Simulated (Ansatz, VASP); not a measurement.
Two plane-wave programs on AlGaN2

Contents of INCAR:

```
SYSTEM = AlGaN2
PREC = Accurate
ENCUT = 520
EDIFF = 1E-6
ISMEAR = 0
SIGMA = 0.05
LREAL = .FALSE.
LASPH = .TRUE.
NELM = 60
ALGO = Normal
ISIF = 2
LWAVE = .FALSE.
LCHARG = .FALSE.
GGA = CA
NBANDS = 21
```

KPOINTS

```
Automatic mesh
0
G
  8 8 6
  0 0 0
```

POSCAR

```
AlGaN2
1.0
    3.1579669276      0.0000000000      0.0000000000
    0.0000000000      3.1579669276      0.0000000000
    0.0000000000      0.0000000000      4.2666211034
Al Ga N
1 1 2
Direct
    0.5000000000      0.5000000000      0.5000000000
    0.0000000000      0.0000000000      0.0000000000
    0.5000000000      0.0000000000      0.7400513254
    0.0000000000      0.5000000000      0.2599486746
```

Input for Ansatz:

```yaml
crystal:
  lattice:
    - [3.1579669276, 0.0, 0.0]
    - [0.0, 3.1579669276, 0.0]
    - [0.0, 0.0, 4.2666211034]
  atoms:
    - { symbol: Al, position: [0.5, 0.5, 0.5] }
    - { symbol: Ga, position: [0.0, 0.0, 0.0] }
    - { symbol: "N", position: [0.5, 0.0, 0.7400513254] }
    - { symbol: "N", position: [0.0, 0.5, 0.2599486746] }
basis:
  ecutwfc: 420
kpoints:
  mp_grid: { grid: [8, 8, 6] }
hamiltonian:
  xc: lda
scf:
  occupations: { method: gaussian, width: 0.05 }
output:
  forces: true
  stress: true
  eigenvalues: true
  write_density: true
  write_potential: true
  elf: true
  volumetric_format: npy
```

Alike in both runs: task single point; functional LDA; k mesh 8 × 8 × 6; occupations gaussian, width 0.05 eV; no spin polarisation.

|  | VASP | Ansatz |
| --- | --- | --- |
| version | VASP 6.6.1 | Ansatz 0.2.0 |
| potentials or method | VASP PAW LDA potentials, release 64 (Al, Ga_d, N) | scalar-relativistic, plane waves, PAW |
| plane-wave cutoff (eV) | 520 | 420 |
| valence electrons in the cell | 26 | 26 |

```tsv
	VASP	Ansatz	Ansatz less VASP
gap on the k mesh at the Fermi level (eV)	3.11	3.10	-0.012
least direct gap on the mesh (eV)	3.11	3.10	-0.012
pressure (GPa)	0.7	-0.2	-0.88
largest component of the traceless stress (GPa)	3.19	3.22	+0.028
rms of the force components (eV/Å)	0.041	0.029	-0.0119
```

Atom by atom the forces differ by 0.012 eV/Å (rms over components).

A k mesh can miss the band edges. Expect the measured gap to be larger: semilocal functionals such as LDA lack the derivative discontinuity.
